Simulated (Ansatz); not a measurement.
## Li, a known structure type with other elements, at an estimated volume

```
CELL_PARAMETERS angstrom
0.00000 2.80264 0.00000
2.80264 0.00000 0.00000
1.40132 1.40132 -2.35252
ATOMIC_POSITIONS crystal
Li 0.00000 0.00000 0.00000
```

The numbers come from plane-wave PAW DFT (Ansatz): PBE, no spin polarisation, 420 eV, 11×11×11 Γ-centred k points, cold occupations (width 0.0398 eV). Nothing was relaxed.

**Question.** Metal or insulator?

**Answer.** It is a metal, with about 0.51 states/eV a cell as the mean within 0.25 eV of the Fermi level.

**Question.** Describe some of the short contacts.

**Answer.** Li–Li at 2.80 Å: least valence density 0.06 e/Å³ and ELF 0.12 there. Both are smooth PAW fields, read partly inside the augmentation spheres.

**Question.** What does the stress say?

**Answer.** The pressure is 1.5 GPa (compression positive), so with the atoms held at these fractions the cell would first expand. The principal stresses 0.3, 2.1, 2.1 GPa differ, so its shape would change too.

Origin: a known structure type with other elements, at an estimated volume, so it need not be a known compound.
